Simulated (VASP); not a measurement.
Wanted: the native input for a VASP 6.6.1 run.

| Property | Result |
| --- | --- |
| Task | relaxation of cell and atoms |
| Functional | AM05 |
| Potentials or basis | VASP PAW PBE potentials, release 64 (Mg, O) |
| Cutoff | 600 eV |
| k mesh | 12 × 12 × 12 |
| Occupations | gaussian, width 0.03 eV |
| Spin | no spin polarisation |
| Further INCAR settings | ALGO = Normal; EDIFF = 1e-07; IBRION = 2; EDIFFG = -0.005; NSW = 90; ISIF = 3 |

The structure of MgO (Periclase) lies in POSCAR:

```
MgO                                     
1.0
    0.0000000000      2.1064423500      2.1064423500
    2.1064423500     -0.0000000000      2.1064423500
    2.1064423500      2.1064423500     -0.0000000000
  Mg              O             
     1     1
Direct
     0.0000000000000000    0.0000000000000000    0.0000000000000000
     0.5000000000000000    0.5000000000000000    0.5000000000000000
```

These files were run (other wordings do the same):

INCAR

```
SYSTEM = MgO
  ALGO = Normal
  EDIFF = 1E-7
  EDIFFG = -0.005
  ENCUT = 600
  GGA = AM
  IBRION = 2
  ISIF = 3
  ISMEAR = 0
  LASPH = .True.
  LCHARG = .False.
  LREAL = .False.
  LWAVE = .False.
  NELM = 80
  NSW = 90
  PREC = Accurate
  SIGMA = 0.03
```

KPOINTS

```
k-points
0
Gamma
  12 12 12
  0 0 0
```

Potentials or basis: VASP PAW PBE potentials, release 64 (Mg, O).

The run is started by

```sh
$ cat potpaw_PBE.64/Mg/POTCAR potpaw_PBE.64/O/POTCAR > POTCAR
$ mpirun -np 1 vasp_std > vasp.out
```

Results of the run:

```
Relaxed volume                         : 9.36 Å³/atom
Relaxed cell                           : a = 2.980 Å, b = 2.980 Å, c = 2.980 Å, α = 60.00°, β = 60.00°, γ = 60.00°
Space group after relaxing (to 0.05 Å) : Fm-3m (No. 225)
Energy gained by relaxing              : 0.0 meV/atom
Ionic steps                            : 2
Pressure after relaxing                : 0.0 GPa
Band gap on the k mesh                 : 4.70 eV, direct
```

Caveat: the PAW data sets were made with another functional, which shifts forces and pressure a little.

Wall time 18 s on 1 thread of Intel(R) Xeon(R) Platinum 8488C (Sapphire Rapids), with other jobs on the host, peak memory 0.15 GiB.
